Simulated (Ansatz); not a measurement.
**Ni2Ge under pressure: fit and missing row**

Ni2Ge, P6_3/mmc, a = 3.978 Å, c = 5.037 Å. The structure is a Materials Project entry; whether it is the stable form wasn't checked. Ansatz: r2SCAN, PAW, 500 eV, Γ-centred 12×12×8 mesh on 6 atoms, Gaussian smearing 0.10 eV; no spin polarisation. Cell and atoms are relaxed at each pressure, and no other structure is tried, so the rows at high pressure may lie past a change of phase.

```
V (Å³/atom) P (GPa)
          ?    30.00
     10.779    14.98
     11.084     8.02
     11.336     3.04
     11.507     0.01
     11.693    -3.01
```

Task: Take V0 = 11.507 Å³/atom, count pressures from its P0 = 0.01 GPa, fit the third-order Birch–Murnaghan form to the other rows, and predict the missing volume.

Result: With the Eulerian strain f = ½[(V0/V)^(2/3) − 1] and y = (P − P0)/[3f(1 + 2f)^(5/2)], the form is the line y = B0 + 1.5 B0 (B0′ − 4) f. Rows (f, y): 0.02227, 200.9; 0.01264, 198.5; 0.00502, 196.2; -0.00532, 194.4. Means f = 0.008653, y = 197.50; Σ(Δf)² = 0.0004098, ΣΔfΔy = 0.09832; the slope is their ratio. y = 195.4 + 240.0 f GPa, so B0 = 195.4 GPa and B0′ = 4 + 2 × (240.0)/(3 × 195.4) = 4.82. P = 30.00 GPa is met at f = 0.04019 (y = 205.05), so V = V0 (1 + 2f)^(−3/2) = 10.247 Å³/atom. The run gave 10.249 Å³/atom, so the fit is 0.002 Å³/atom too low, a small miss on the scale of the series. The form still works here, 83 % of the fitted range beyond its end.

Ni2Ge comes out as a stiff metallic compound: its B0 of 195.4 GPa is comparable to that of elemental nickel and far above that of germanium in its open diamond structure. The likely reason is dense packing together with Ni 3d–Ge 4p bonding, which leaves little empty space to take up compression. As the atoms are pushed together, overlap repulsion and electronic kinetic energy rise faster than the bonding gain, so the resistance to compression grows, as B0′ above 4 reflects.

The extrapolation succeeds because the Eulerian strain is still small at 30.00 GPa, where higher-order terms contribute little. The remaining miss shouldn't be read as a sign of such terms: near V0, y divides a small pressure difference by a small strain, so rounding in the tabulated volumes and pressures alone could shift the slope enough to account for it. The same sensitivity makes B0′ less certain than B0. Volumes alone also don't show whether the a and c axes compress equally.
